## How far a meta-GGA opens a Kohn-Sham gap

Why does the step from PBEsol to r2SCAN open the gap of CdTe by 0.63 eV, that of silicon by 0.29 eV and that of the carbon crystal by next to nothing, when cell and mesh stay the same? The question is practical as well, because a band structure is often corrected by one rigid shift of all empty bands. Such a correction works only if the shift belongs to the crystal as a whole. The table shows that it depends strongly on the electronic state at the band edge.

Calculated values. Kohn-Sham gaps of six crystals, taken over k mesh and band path, from Ansatz 0.2.0 with (1) PBEsol and (2) r2SCAN. All runs use scalar-relativistic frozen-core PAW without spin polarization or spin-orbit coupling, with cutoffs of 420 eV (1) and 500 eV (2). Each crystal keeps the same cell, mesh and Fermi-Dirac smearing (0.02 to 0.08 eV) in both.

| crystal | space group | largest Z | volume (Å³/atom) | gap, PBEsol (1) (eV) | gap, r2SCAN (2) (eV) | gap, (2) less (1) (eV) | direct gap, PBEsol (1) (eV) | direct gap, r2SCAN (2) (eV) | both edges at symmetry points |
| --- | --- | --- | --- | --- | --- | --- | --- | --- | --- |
| C | 166 | 6 | 8.742 | 0.16 | 0.19 | 0.02 | 0.24 | 0.23 | no |
| Si | 227 | 14 | 20.16 | 0.48 | 0.78 | 0.29 | 2.52 | 2.74 | no |
| GaP | 216 | 31 | 20.24 | 1.47 | 1.84 | 0.38 | 1.74 | 2.37 | no |
| CdSe | 216 | 48 | 28.94 | 0.42 | 1.03 | 0.61 | 0.42 | 1.03 | yes |
| CdTe | 216 | 52 | 32.92 | 0.76 | 1.39 | 0.63 | 0.76 | 1.39 | yes |
| TePb | 216 | 82 | 49.33 | 0.57 | 0.80 | 0.23 | 1.16 | 1.39 | yes |

The gap $E_g$ is the distance from the highest filled to the lowest empty level anywhere in the Brillouin zone, and the direct gap is the smallest such distance at one $k$ point. Where the two agree, as in CdSe and CdTe, both edges lie at the same point, here the zone centre $\Gamma$. The shift $\Delta = E_g^{(2)} - E_g^{(1)}$ is the column "gap, (2) less (1)". The last column tells whether both edges sit at symmetry points; where they do not, the sampling can move $\Delta$ by a few hundredths of an eV.

### One crystal, two shifts

GaP shows most directly that the final state matters. Its lowest gap is indirect and opens by 0.38 eV, while its direct gap goes from 1.74 to 2.37 eV and so opens by 0.63 eV. Both transitions start from the same valence top, a threefold level at $\Gamma$ in both runs, p-like by the standard band order of zincblende. The difference between the two shifts therefore lies wholly in the empty states. A rule built on a property of the whole crystal, such as gap size, polarity or atomic number, gives one number for GaP and fails on one of the two.

Three kinds of empty state matter for the tetrahedral semiconductors compared here. At $\Gamma$ there is a nondegenerate level, the antibonding combination of the valence s orbitals, called the s singlet below (the word counts orbitals, not spins). Also at $\Gamma$ lies a threefold p-like level, the triplet, and near the zone-boundary point X lie valleys with much of their density between the atoms. In CdSe and CdTe the s singlet is the conduction minimum, in GaP it ends the direct transition, and in Si it lies above both the triplet and the valleys near X.

The levels of the silicon runs show all three kinds side by side; their shifts, like the other level shifts and fit results quoted below, are listed in the program output at the very end. Measured from the valence top, the s singlet rises by 0.66 eV, the conduction level at X by 0.31 eV and the triplet by 0.22 eV. Silicon thus has a state that moves as far as the gap of CdTe, but neither its lowest nor its direct gap ends there. Silicon also has no filled d shell, so the large shift does not need one.

### Why the shift depends on the orbital

PBEsol builds its exchange-correlation energy from the density $n$ and its gradient, and acts on every orbital through one multiplicative potential. r2SCAN also uses the kinetic energy density $\tau = \tfrac12\sum_i f_i|\nabla\psi_i|^2$, in atomic units, with occupations $f_i$. Varying the energy with respect to $\psi_i^*$ and integrating by parts adds an operator that differentiates the orbital:

$$\hat h_\tau\psi = -\tfrac12\nabla\cdot\left(v_\tau\nabla\psi\right), \qquad v_\tau = \frac{\partial e_{xc}}{\partial\tau},$$

where $e_{xc}$ is the exchange-correlation energy per volume. To first order a level then moves by

$$\delta\varepsilon_i = \langle\psi_i|\delta v|\psi_i\rangle + \tfrac12\int v_\tau\,|\nabla\psi_i|^2\,d^3r ,$$

with $\delta v$ the change of the multiplicative potential, and the gap moves by $\Delta = \delta\varepsilon_c - \delta\varepsilon_v$ for the conduction and valence edges.

Exchange in r2SCAN becomes less negative as $\tau$ grows at fixed density, so $v_\tau$ is mostly positive and penalises orbitals that vary steeply. The simpler system with the same operator is a free electron whose mass is changed from $m$ to $m/(1+v_\tau)$: all its energies $k^2/2$ stretch by the factor $1+v_\tau$. The nearly free valence band of Si does stretch, its width growing by 4.6%, and the $\tau$ term listed for CdTe is positive and 3.5% of the listed kinetic energy, the same order of size. The analogy holds only in part. The level distances of free electrons would all stretch alike, whereas the Si singlet moves by 20.5% of its distance from the valence top and the triplet by 8.8%. The valence top, however, is a p level, and the bonding partner of the singlet is the s-like valence bottom. Measured from there, the distance grows from 15.17 to 16.38 eV, or by 8.0%, close to the figure for the p pair.

This argument makes a positive, state-dependent shift natural, but the numbers do not separate the two terms of $\delta\varepsilon_i$. The levels at $\Gamma$ do show a pattern. In Si, GaP and CdTe the splitting between the bonding and antibonding s levels widens by about 8% and that between the filled and empty p triplets by 9 to 11%. The s splitting is wide, 12 to 15 eV, so a similar fraction amounts to more energy: in Si it grows by 1.21 eV, of which 0.55 eV lowers the valence bottom and 0.66 eV lifts the singlet, both seen from the valence top. The p splitting of Si is only 2.52 eV, so the triplet moves little. This is a regularity of the levels and not a derivation; why the fraction has this size, and how the X valleys fit in, the runs do not tell.

### A model with two constants

If the valence tops are alike and only the kind of final state matters, then $\Delta = a + b\,s$, with $s = 1$ for a transition into the s singlet and $s = 0$ otherwise. Least squares makes $a$ the mean of the second group and $a+b$ the mean of the first. The model was fitted to eight transitions, the lowest gaps of the five rows other than carbon and the direct gaps of Si, GaP and TePb, and the residuals stand in the program output at the very end. The s group holds CdSe, CdTe and the direct gap of GaP, so that

$$a + b = (0.61 + 0.63 + 0.63)/3 = 0.62\ \text{eV},$$

and the other five average $a = 0.27$ eV.

The silicon singlet was not part of the fit and serves as a check, though its shift was already known. PBEsol places it 3.23 eV above the valence top, so the model gives $3.23 + 0.62 = 3.85$ eV for r2SCAN, and the run gives 3.89 eV. The model falls short by less than a tenth of the shift. The check is one level in one crystal, and the s group rests on three points.

The eight shifts scatter by 0.178 eV (root mean square) about their mean, and the two constants cut this to 0.048 eV. A straight line in the PBEsol gap leaves 0.174 eV and one in the main group of the anion 0.168 eV, hardly better than no model. The remaining scatter is several times the rounding of the table and lies nearly all among the transitions that do not end in the s singlet. The close agreement within the s group should not be read to the hundredth, since the two functionals ran at different cutoffs on datasets made for PBE, an influence that these runs do not test.

The worst case is the indirect gap of GaP, 0.11 eV above the group mean. It ends near X and not in the p-like level, but it fits a drift that adds to the orbital effect: the p-like empty level rises by 0.22, 0.35 and 0.48 eV in Si, GaP and CdTe. Across these three crystals the contrast between s and p final states shrinks as the bond becomes more polar, though the atoms become heavier too. Most of the drift follows the size of the p splitting, which is 2.52, 3.82 and 4.54 eV in PBEsol and widens by 8.8, 9.3 and 10.7%.

### The irregular rows

TePb has the same anion as CdTe, yet its gap opens by only 0.23 eV. Electron counting explains part of this: with ten valence electrons in the cell the Pb 6s level is filled, and the lowest empty states are Pb 6p. The antibonding s state has thus crossed to the filled side, where by standard lone-pair chemistry it mixes into the valence top. The runs fit this picture, for the upper filled singlet follows the valence top within 0.03 eV, while the filled p triplet falls 0.10 eV behind it. If the s admixture is what raises the top relative to the p triplet, it takes about 0.10 eV from the gap. A p-like final state in place of the s singlet is worth another 0.15 eV, if the levels of CdTe are a guide. The rest of the 0.40 eV between the two crystals, about 0.15 eV, goes with a narrower p splitting: at $\Gamma$ it is 2.92 eV in TePb against 4.54 eV in CdTe and widens by 0.32 against 0.48 eV, about 11% in both. TePb also has an empty singlet at $\Gamma$, which rises by only 0.30 eV; with both valence s combinations filled it is not the antibonding s level, and the rule for the s group does not cover it.

The TePb row is a zincblende cell of 49.33 Å$^3$ per atom with an indirect gap, not the rocksalt form of lead telluride. It was run without spin-orbit coupling, which is strong on Pb 6p and may change the gap a great deal.

The carbon row is rhombohedral graphite, recognisable by an in-plane constant of 2.46 Å and a layer spacing of 3.35 Å, and graphite is a semimetal. Its $\pi$ bands are expected to cross along a curve that winds around the K line at a small distance set by the interlayer coupling. A mesh of 19 divisions holds no point of the K line, which needs reciprocal coordinates differing by one third, and would meet the curve only by chance. The gap in the table most likely arises because the sampling misses the crossing. Carbon was left out of the fit for this reason, and the model overshoots its shift by 0.25 eV.

A cone of slope $\hbar v$ sampled a distance $\delta k$ from its tip shows a direct gap $2\hbar v\,\delta k$. With a rough recalled slope of 6 eV Å, the direct gap of 0.24 eV needs only $\delta k \approx 0.02$ Å$^{-1}$, far below the in-plane mesh step of 0.16 Å$^{-1}$. At the crossing the two $\pi$ levels coincide with either functional, so close to it $\delta\varepsilon_c$ and $\delta\varepsilon_v$ should nearly cancel. The small shift left over is of the size of the sampling error and needs no cause.

### Using the rule

A rigid shift serves where the states of interest move nearly alike and misleads where they do not. In Si the direct gap stands 2.04 eV above the lowest one in PBEsol and 1.96 eV in r2SCAN, so the lowest valleys nearly keep their distance from the p-like triplet, though not from the s singlet above it. In GaP the same separation goes from 0.28 to 0.52 eV in the unrounded mesh levels. That distance between the $\Gamma$ and X-side valleys tells how far GaP is from a direct gap, and it nearly doubles with the functional.

A wider gap is not by itself a better one. The 1.39 eV of CdTe looks close to the measured gap of roughly 1.5 eV (a recalled figure), but spin-orbit coupling would lower it by roughly 0.3 eV, also recalled, and CdSe lacks that coupling too. The cells were moreover taken as they came and not relaxed for these runs. That of CdTe is under compression and that of CdSe under tension with both functionals, which biases the order of their gaps, though each $\Delta$ compares identical cells. For a tetrahedral semiconductor close to the four tested here, with eight valence electrons per pair of atoms, a first estimate of the r2SCAN gap starts from the empty state at the edge: add about 0.6 eV to the PBEsol value if it is the antibonding s level at $\Gamma$, add 0.3 to 0.4 eV if it lies near X, add about a tenth of the PBEsol value if it is the p-like level at $\Gamma$, and check mesh and structure before trusting a small gap that does not move.

The analysis program printed:

```
All energies in eV; rounding 0.005 on a gap, up to 0.01 on a difference of two gaps
transition   final  PBEsol shift ratio(2)/(1) | residual: final state, gap, group
Si lowest    other  0.48 +0.29 1.60 | +0.02 -0.15 -0.03
Si direct    other  2.52 +0.22 1.09 | -0.05 -0.11 -0.09
GaP lowest   other  1.47 +0.38 1.26 | +0.11 -0.01 -0.01
GaP direct   s      1.74 +0.63 1.36 | +0.01 +0.26 +0.25
CdSe lowest  s      0.42 +0.61 2.45 | -0.01 +0.17 +0.15
CdTe lowest  s      0.76 +0.63 1.83 | +0.01 +0.21 +0.17
TePb lowest  other  0.57 +0.23 1.40 | -0.04 -0.20 -0.23
TePb direct  other  1.16 +0.23 1.20 | -0.04 -0.17 -0.23
mean shift 0.40, rms spread 0.178
shift = 0.270 +0.353 x final state (s=1): rms 0.048, worst GaP lowest +0.11
shift = 0.459 -0.050 x PBEsol gap: rms 0.174, worst GaP direct +0.26
shift = 0.315 +0.070 x anion group - 4: rms 0.168, worst GaP direct +0.25
level from valence top: PBEsol, r2SCAN, change, per cent
Si empty Gamma singlet       +3.23   +3.89 +0.66 +20.5%
Si empty Gamma triplet       +2.52   +2.74 +0.22 +8.8%
Si conduction at X           +0.61   +0.92 +0.31 +51.1%
Si valence bottom           -11.94  -12.49 -0.55 +4.6%
GaP 2nd empty band min       +1.72   +2.09 +0.38 +21.9%
GaP upper empty pair min     +3.82   +4.17 +0.35 +9.3%
GaP Ga 3d mean              -14.51  -14.95 -0.43 +3.0%
CdTe empty Gamma triplet     +4.54   +5.03 +0.48 +10.7%
CdTe 2nd empty band min      +2.60   +2.99 +0.39 +15.0%
CdTe Cd 4d triplet           -8.37   -8.71 -0.34 +4.1%
CdTe Te 5s bottom           -11.41  -11.72 -0.31 +2.7%
TePb filled Gamma triplet    -1.34   -1.44 -0.10 +7.6%
TePb empty Gamma triplet     +1.58   +1.80 +0.22 +13.8%
TePb empty Gamma singlet     +4.05   +4.35 +0.30 +7.3%
TePb upper filled singlet    -6.25   -6.28 -0.03 +0.4%
TePb lower filled singlet   -11.23  -11.64 -0.41 +3.7%
Si singlet, not fitted: 0.66 against s mean 0.62, off by +0.04
singlet shift less triplet shift, Si GaP CdTe: 0.44 0.28 0.15
triplet shift per anion group step: 0.13
CdTe 4d doublet-triplet split 0.29 -> 0.31; two-level change of p-d push about 0.01
CdTe r2SCAN listed tau term 24.3 eV = 3.5% of listed kinetic energy
Si direct less lowest gap: 2.04 -> 1.96
GaP direct less lowest gap: 0.27 -> 0.53
TePb direct less lowest gap: 0.59 -> 0.59
TePb mesh-only gaps 0.63 -> 0.86 (shift 0.23); path lowers them by 0.06, 0.06
C: in-plane a 2.46 A, layer spacing 3.35 A, in-plane mesh step 0.16 1/A
C: cone miss giving direct gap 0.24: about 0.02 1/A
C left out: shift +0.02, direct -0.01; model 0.27, residual -0.25
```
